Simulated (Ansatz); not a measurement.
Input of an Ansatz 0.2.0 run:

Contents of input.yaml:

```yaml
crystal:
  lattice:
    - [-1.60842, 1.60842, 1.87318]
    - [1.60842, -1.60842, 1.87318]
    - [1.60842, 1.60842, -1.87318]
  atoms:
    - { symbol: Ge, position: [0.5, 0.5, 0.0] }
hamiltonian:
  xc: pbesol
  pseudopotentials: { kind: paw }
kpoints:
  mp_grid: { grid: [9, 9, 9] }
scf:
  occupations: { method: fermi_dirac, width: 0.05 }
phonons:
  method: dfpt
```

Potentials or basis: Ansatz PAW.

The run is started by

```bash
$ ansatz run input.yaml --threads 2 --pin off --max-ram 5632MiB --backend cpu --events-out ev --progress --plain --runs-dir out
```

Task: Estimate the band gap on the k mesh.

Result: None (metal or under the smearing width).
